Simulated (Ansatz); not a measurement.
The parent structure is LaAlO3 (space group R-3c, No. 167; a = 5.3529 Å, c = 13.0480 Å (hexagonal axes)).

Method: plane-wave PAW DFT at the PBEsol level (Ansatz, an electronic-structure program, 420 eV), without spin-orbit coupling, earlier PAW set.

Before the change:

The lattice parameter a is 5.353 Å. The band gap is 3.94 eV.

The change: cell and atoms relaxed at a pressure of 1.8 GPa.

Problem. What happens to the lattice parameter a?

Solution. The lattice parameter a decreases by 0.017 Å, from 5.353 Å to 5.336 Å.

Problem. What does the calculation give for the band gap after the change?

Solution. The band gap drops by 0.015 eV to 3.92 eV.

Load acts through the strain it causes; cell and atoms are relaxed under it. Semilocal Kohn–Sham gaps tend to fall short of experiment. No phonon test of stability was made.
